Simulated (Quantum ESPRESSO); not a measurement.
# KBr (Fm-3m) in Quantum ESPRESSO: convergence with smearing width

Aim: find how far smearing width must go before the results for KBr settle, at PBEsol. This setting moves, with any that are tied to it; all else stays.

All numbers are computed with Quantum ESPRESSO 7.5; they aren't measurements. Logs are shortened: lines on timing, memory, paths and dates and some standing lists are left out, and cuts for length are marked.

## 1. Starting point

Symmetry: Fm-3m, No. 225, cubic system. The conventional cell has a = 6.600 Å, b = 6.600 Å, c = 6.600 Å, α = 90.00°, β = 90.00°, γ = 90.00°. Br (site symmetry m-3m) is surrounded by 6 K at 3.30 Å. Around K (site symmetry m-3m) lie 6 Br at 3.30 Å.

## 2. With smearing width 0.5 eV

The input, pw.in:

```
&CONTROL
  calculation = 'scf'
  prefix = 'pwscf'
  outdir = './tmp'
  pseudo_dir = './pseudo'
  tprnfor = .true.
  tstress = .true.
  disk_io = 'nowf'
/
&SYSTEM
  ibrav = 0
  nat = 2
  ntyp = 2
  ecutwfc = 45
  ecutrho = 360
  nbnd = 14
  occupations = 'smearing'
  smearing = 'fd'
  degauss = 0.03674932
/
&ELECTRONS
  conv_thr = 4d-10
  electron_maxstep = 120
  mixing_beta = 0.5
/
ATOMIC_SPECIES
Br    79.9040 br_pbesol_v1.4.uspp.F.UPF
K     39.0983 k_pbesol_v1.4.uspp.F.UPF
CELL_PARAMETERS angstrom
   0.0000000000    3.3000000000    3.3000000000
   3.3000000000    0.0000000000    3.3000000000
   3.3000000000    3.3000000000    0.0000000000
ATOMIC_POSITIONS crystal
Br     0.5000000000    0.5000000000    0.5000000000
K      0.0000000000    0.0000000000    0.0000000000
K_POINTS automatic
7 7 7 0 0 0
```

Potentials or basis: GBRV 1.5 PBEsol.

Command:

```bash
$ OMP_NUM_THREADS=1 pw.x -in pw.in > pw.out
```

pw.out:

```text
This program is part of the open-source Quantum ESPRESSO suite
     for quantum simulation of materials; please cite
[... 9 lines left out ...]
     --------------------
     sticks:   dense  smooth     PW     G-vecs:    dense   smooth      PW
     Sum        1921     955    295                55849    19795    3215

     Using Slab Decomposition

     bravais-lattice index     =            0
     lattice parameter (alat)  =       8.8192  a.u.
     unit-cell volume          =     485.0298 (a.u.)^3
     number of atoms/cell      =            2
     number of atomic types    =            2
     number of electrons       =        16.00
     number of Kohn-Sham states=           14
     kinetic-energy cutoff     =      45.0000  Ry
     charge density cutoff     =     360.0000  Ry
     scf convergence threshold =      4.0E-10
     mixing beta               =       0.5000
     number of iterations used =            8  plain     mixing
     Exchange-correlation= SLA  PW   PSX  PSC
                           (   1   4  10   8   0   0   0)

     celldm(1)=   8.819172  celldm(2)=   0.000000  celldm(3)=   0.000000
     celldm(4)=   0.000000  celldm(5)=   0.000000  celldm(6)=   0.000000

     crystal axes: (cart. coord. in units of alat)
               a(1) = (   0.000000   0.707107   0.707107 )
               a(2) = (   0.707107   0.000000   0.707107 )
               a(3) = (   0.707107   0.707107   0.000000 )

     reciprocal axes: (cart. coord. in units 2 pi/alat)
               b(1) = ( -0.707107  0.707107  0.707107 )
               b(2) = (  0.707107 -0.707107  0.707107 )
               b(3) = (  0.707107  0.707107 -0.707107 )

     PseudoPot. # 1 for Br read from file:
     br_pbesol_v1.4.uspp.F.UPF
     Pseudo is Ultrasoft + core correction, Zval =  7.0
     Generated by new atomic code, or converted to UPF format
     Using radial grid of  879 points,  6 beta functions with:
                l(1) =   0
                l(2) =   0
                l(3) =   1
[... 39 lines left out ...]
        k(    6) = (   0.3030458   0.1010153  -0.1010153), wk =   0.1399417
[... 12 lines left out ...]
        k(   19) = (  -0.1010153  -0.5050763   0.7071068), wk =   0.1399417
        k(   20) = (   0.0000000  -0.4040610   0.6060915), wk =   0.1399417

     Dense  grid:    55849 G-vectors     FFT dimensions: (  54,  54,  54)

     Smooth grid:    19795 G-vectors     FFT dimensions: (  40,  40,  40)

     Initial potential from superposition of free atoms

     starting charge      15.4963, renormalised to      16.0000
     Starting wfcs are   12 randomized atomic wfcs +    2 random wfcs

     Self-consistent Calculation

     iteration #  1     ecut=    45.00 Ry     beta= 0.50
     Davidson diagonalization with overlap
     ethr =  1.00E-02,  avg # of iterations = 11.8

     Threshold (ethr) on eigenvalues was too large:
     Diagonalizing with lowered threshold

     Davidson diagonalization with overlap
     ethr =  5.88E-04,  avg # of iterations =  5.2

     total energy              =     -97.67210739 Ry
     estimated scf accuracy    <       0.08894612 Ry
[... 79 lines left out ...]
     iteration # 12     ecut=    45.00 Ry     beta= 0.50
     Davidson diagonalization with overlap
     ethr =  9.88E-12,  avg # of iterations =  4.7

     End of self-consistent calculation

          k = 0.0000 0.0000 0.0000 (  2445 PWs)   bands (ev):

   -26.6027 -11.3100 -10.1428 -10.1428 -10.1428   1.0016   1.0016   1.0016
     5.2846   8.5471   8.5471   8.5471   9.3862   9.3862

          k = 0.1010 0.1010-0.1010 (  2502 PWs)   bands (ev):
[... 71 lines left out ...]
   -26.5952 -11.2473 -10.2319 -10.1762 -10.1407   0.2118   0.5659   0.6924
     7.0284   8.4430   9.8968  10.4399  10.5465  11.5574

          k = 0.4041 0.2020 0.0000 (  2476 PWs)   bands (ev):

   -26.5975 -11.3746 -10.1750 -10.1555 -10.0243   0.1337   0.6977   0.7075
     7.4790   7.7354   9.9858  10.1779  10.5731  10.7552

          k =-0.2020-0.4041 0.6061 (  2465 PWs)   bands (ev):
[... 11 lines left out ...]
   -26.5952 -11.3131 -10.2128 -10.1882 -10.0529   0.3129   0.3627   0.5751
     7.9473   8.6796   9.2546   9.9770  11.4180  11.4501

     the Fermi energy is     4.0118 ev

!    total energy              =     -97.68940923 Ry
     estimated scf accuracy    <          3.9E-10 Ry
     smearing contrib. (-TS)   =      -0.00309106 Ry
     internal energy E=F+TS    =     -97.68631816 Ry

     The total energy is F=E-TS. E is the sum of the following terms:
     one-electron contribution =     -29.58783914 Ry
     hartree contribution      =      19.36884409 Ry
     xc contribution           =     -28.66944795 Ry
     ewald contribution        =     -58.79787517 Ry

     convergence has been achieved in  12 iterations

     Forces acting on atoms (cartesian axes, Ry/au):

     atom    1 type  1   force =     0.00000000    0.00000000   -0.00000000
     atom    2 type  2   force =    -0.00000000   -0.00000000    0.00000000

     Total force =     0.000000     Total SCF correction =     0.000000

     Computing stress (Cartesian axis) and pressure

          total   stress  (Ry/bohr**3)                   (kbar)     P=       -4.47
  -0.00003037  -0.00000000  -0.00000000           -4.47       -0.00       -0.00
  -0.00000000  -0.00003037  -0.00000000           -0.00       -4.47       -0.00
  -0.00000000   0.00000000  -0.00003037           -0.00        0.00       -4.47

=------------------------------------------------------------------------------=
   JOB DONE.
=------------------------------------------------------------------------------=
```

Wall time 34 s (1 thread of Arm Neoverse V1, shared host); peak memory 0.23 GiB.

Results:

```
Free energy            : -1329.1321 eV
Pressure               : -0.4 GPa
Band gap on the k mesh : 4.28 eV, direct
```

## 3. With smearing width 0.3 eV

pw.in, as its differences from that of step 2:

```diff
@@ -18,3 +18,3 @@
   smearing = 'fd'
-  degauss = 0.03674932
+  degauss = 0.02204959
 /
```

Potentials or basis: GBRV 1.5 PBEsol.

Command:

```bash
$ OMP_NUM_THREADS=1 pw.x -in pw.in > pw.out
```

It took 36 s on 1 thread of Arm Neoverse V1, shared host; peak memory 0.24 GiB.

What came out:

- Free energy: -1329.1262 eV
- Pressure: -0.5 GPa
- Band gap on the k mesh: 4.28 eV, direct

## 4. With smearing width 0.2 eV

pw.in, as its differences from that of step 3:

```diff
@@ -18,3 +18,3 @@
   smearing = 'fd'
-  degauss = 0.02204959
+  degauss = 0.01469973
 /
```

Command:

```bash
$ OMP_NUM_THREADS=1 pw.x -in pw.in > pw.out
```

Run time: 36 s. Hardware: 1 thread of Arm Neoverse V1, shared host; peak memory 0.23 GiB.

What came out:

* Free energy: -1329.1261 eV
* Pressure: -0.5 GPa
* Band gap on the k mesh: 4.28 eV, direct

## 5. With smearing width 0.136 eV

pw.in, as its differences from that of step 4:

```diff
@@ -18,3 +18,3 @@
   smearing = 'fd'
-  degauss = 0.01469973
+  degauss = 0.00999582
 /
```

Command:

```bash
$ OMP_NUM_THREADS=1 pw.x -in pw.in > pw.out
```

It took 37 s on 1 thread of Arm Neoverse V1, shared host; peak memory 0.23 GiB.

What came out:

| Property | Result |
| --- | --- |
| Free energy | -1329.1261 eV |
| Pressure | -0.5 GPa |
| Band gap on the k mesh | 4.28 eV, direct |

## 6. With smearing width 0.1 eV

pw.in, as its differences from that of step 5:

```diff
@@ -18,3 +18,3 @@
   smearing = 'fd'
-  degauss = 0.00999582
+  degauss = 0.00734986
 /
```

Potentials or basis: GBRV 1.5 PBEsol.

Command:

```bash
$ OMP_NUM_THREADS=1 pw.x -in pw.in > pw.out
```

Run time: 36 s. Hardware: 1 thread of Arm Neoverse V1, shared host; peak memory 0.24 GiB.

Results (log left out):

| Property | Result |
| --- | --- |
| Free energy | -1329.1261 eV |
| Pressure | -0.5 GPa |
| Band gap on the k mesh | 4.28 eV, direct |

## 7. With smearing width 0.05 eV

pw.in, as its differences from that of step 6:

```diff
@@ -18,3 +18,3 @@
   smearing = 'fd'
-  degauss = 0.00734986
+  degauss = 0.00367493
 /
```

Command:

```bash
$ OMP_NUM_THREADS=1 pw.x -in pw.in > pw.out
```

Run time: 36 s. Hardware: 1 thread of Arm Neoverse V1, shared host; peak memory 0.23 GiB.

The run converged. Its results:

```yaml
Free_energy: -1329.1261 eV
Pressure: -0.5 GPa
Band_gap_on_the_k_mesh: 4.28 eV, direct
```

## 8. With smearing width 0.025 eV

pw.in, as its differences from that of step 7:

```diff
@@ -18,3 +18,3 @@
   smearing = 'fd'
-  degauss = 0.00367493
+  degauss = 0.00183747
 /
```

Command:

```bash
$ OMP_NUM_THREADS=1 pw.x -in pw.in > pw.out
```

It took 36 s on 1 thread of Arm Neoverse V1, shared host; peak memory 0.23 GiB.

Results (log left out):

```
Free energy            : -1329.1261 eV
Pressure               : -0.5 GPa
Band gap on the k mesh : 4.28 eV, direct
```

## 9. With smearing width 0.01 eV

pw.in, as its differences from that of step 8:

```diff
@@ -18,3 +18,3 @@
   smearing = 'fd'
-  degauss = 0.00183747
+  degauss = 0.00073499
 /
```

Potentials or basis: GBRV 1.5 PBEsol.

Command:

```bash
$ OMP_NUM_THREADS=1 pw.x -in pw.in > pw.out
```

Run time: 37 s. Hardware: 1 thread of Arm Neoverse V1, shared host; peak memory 0.24 GiB.

The run converged. Its results:

```yaml
Free_energy: -1329.1261 eV
Pressure: -0.5 GPa
Band_gap_on_the_k_mesh: 4.28 eV, direct
```

## 10. The series at a glance

| smearing width | energy less the tightest run, at zero smearing (meV/atom) | pressure (GPa) | SCF cycles | CPU time (s) | peak memory (GiB) |
| --- | --- | --- | --- | --- | --- |
| 0.5 eV | 7.49 | -0.45 | 12 | 34 | 0.23 |
| 0.3 eV | 0.17 | -0.49 | 13 | 36 | 0.24 |
| 0.2 eV | 0.00 | -0.49 | 13 | 36 | 0.23 |
| 0.136 eV | 0.00 | -0.49 | 13 | 37 | 0.23 |
| 0.1 eV | 0.00 | -0.49 | 13 | 36 | 0.24 |
| 0.05 eV | 0.00 | -0.49 | 13 | 36 | 0.23 |
| 0.025 eV | 0.00 | -0.49 | 13 | 36 | 0.23 |
| 0.01 eV | 0.00 | -0.49 | 13 | 37 | 0.24 |

Against the tightest run, the energy stays within 1 meV/atom from 0.3 eV on; the pressure stays within 0.1 GPa from 0.5 eV on. The tightest run that finished is the yardstick and may itself not be fully converged.
